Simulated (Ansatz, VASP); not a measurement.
This is a calculation of Ge for Ansatz 0.2.0.

Contents of input.yaml:

```yaml
crystal:
  lattice:
    - [5.24058, 0.0, 0.0]
    - [0.0, 5.24058, 0.0]
    - [0.0, 0.0, 2.65536]
  atoms:
    - { symbol: Ge, position: [0.0, 0.0, 0.0] }
    - { symbol: Ge, position: [0.0, 0.5, 0.0] }
    - { symbol: Ge, position: [0.5, 0.0, 0.0] }
hamiltonian:
  xc: revpbe
  pseudopotentials: { kind: paw }
  dispersion: d3bj
kpoints:
  mp_grid: { grid: [5, 5, 10] }
scf:
  occupations: { method: fermi_dirac, width: 0.05 }
output:
  forces: true
  stress: true
  eigenvalues: true
relax:
  f_tol: 0.01
  max_steps: 40
  cell: { stress_tol: 0.05 }
```

Potentials or basis: Ansatz PAW.

The run is started by

```sh
$ ansatz run input.yaml --threads 2 --pin off --max-ram 5632MiB --backend cpu --events-out ev --progress --plain --runs-dir out
```

Task: Set up the same calculation for VASP 6.6.1. Potentials there: VASP PAW PBE potentials, release 64 (Ge_d).

Result: As run (the cutoff follows the program's own potentials):

File INCAR:

```
  ALGO = Normal
  EDIFF = 1E-6
  EDIFFG = -0.02
  ENCUT = 600
  GGA = RE
  IBRION = 2
  ISIF = 3
  ISMEAR = -1
  IVDW = 12
  LASPH = T
  LCHARG = F
  LREAL = F
  LWAVE = F
  NELM = 100
  NSW = 40
  PREC = Accurate
  SIGMA = 0.05
```

File KPOINTS:

```
k-points
0
Gamma
  5 5 10
```

Contents of POSCAR:

```
Ge
1.0
    5.2405800000      0.0000000000      0.0000000000
    0.0000000000      5.2405800000      0.0000000000
    0.0000000000      0.0000000000      2.6553600000
Ge
3
Direct
    0.0000000000      0.0000000000      0.0000000000
    0.0000000000      0.5000000000      0.0000000000
    0.5000000000      0.0000000000      0.0000000000
```

Potentials or basis: VASP PAW PBE potentials, release 64 (Ge_d).

Command:

```sh
$ cat potpaw_PBE.64/Ge_d/POTCAR > POTCAR
$ mpirun -np 1 vasp_std > vasp.out
```

Both were run:

|  | VASP | Ansatz | Ansatz less VASP |
| --- | --- | --- | --- |
| gap on the k mesh at the Fermi level, each at its own relaxed structure (eV) | none | none | - |
| relaxed volume (Å³/atom) | 25.57 | 25.55 | -0.021 |
| relaxed cell length with the largest relative difference (Å) | 5.262 | 5.260 | -0.0016 |
| energy change over the relaxation (meV/atom) | -11 | -11 | +0.3 |

A gap of «none» marks a metal or a gap that the smearing closes.

Caveats: pairwise dispersion overbinds metals, which lowers pressure and volume; the PAW data sets were made with another functional, which shifts forces and pressure a little (VASP); the plane-wave basis is chosen anew once the cell has moved, so the energies of steps on either side of that aren't comparable (Ansatz); the PAW data sets come from PBE, with cores solved anew for the run's functional, which leaves a small shift of forces and pressure (Ansatz).
